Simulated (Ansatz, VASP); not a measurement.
# Si: VASP beside Ansatz

```xyz
6
Lattice="4.9630 0.0000 0.0000 0.0000 4.9630 0.0000 0.0000 0.0000 4.9630" Properties=species:S:1:pos:R:3 pbc="T T T"
Si    1.2408    2.4815    0.0000
Si    3.7223    2.4815    0.0000
Si    0.0000    1.2408    2.4815
Si    0.0000    3.7223    2.4815
Si    2.4815    0.0000    1.2408
Si    2.4815    0.0000    3.7223
```

Alike in both runs: task relaxation of cell and atoms; functional PBE; k mesh 4 × 4 × 4; occupations gaussian, width 0.1 eV; no spin polarisation.

```csv
,VASP,Ansatz
version,VASP 6.6.1,Ansatz 0.2.0
potentials or method,"VASP PAW PBE potentials, release 64 (Si)","scalar-relativistic, plane waves, PAW"
plane-wave cutoff (eV),600,420
valence electrons in the cell,24,24
```

|  | VASP | Ansatz | Ansatz less VASP |
| --- | --- | --- | --- |
| gap on the k mesh at the Fermi level, each at its own relaxed structure (eV) | none | none | - |
| relaxed volume (Å³/atom) | 16.78 | 16.83 | +0.046 |
| relaxed cell length with the largest relative difference (Å) | 4.653 | 4.657 | +0.0043 |
| energy change over the relaxation (meV/atom) | -125 | -124 | +0.5 |

A gap of «none» marks a metal or a gap that the smearing closes.

Caveats: the volume moved by over 15 % at a fixed basis, so the end points are rough.
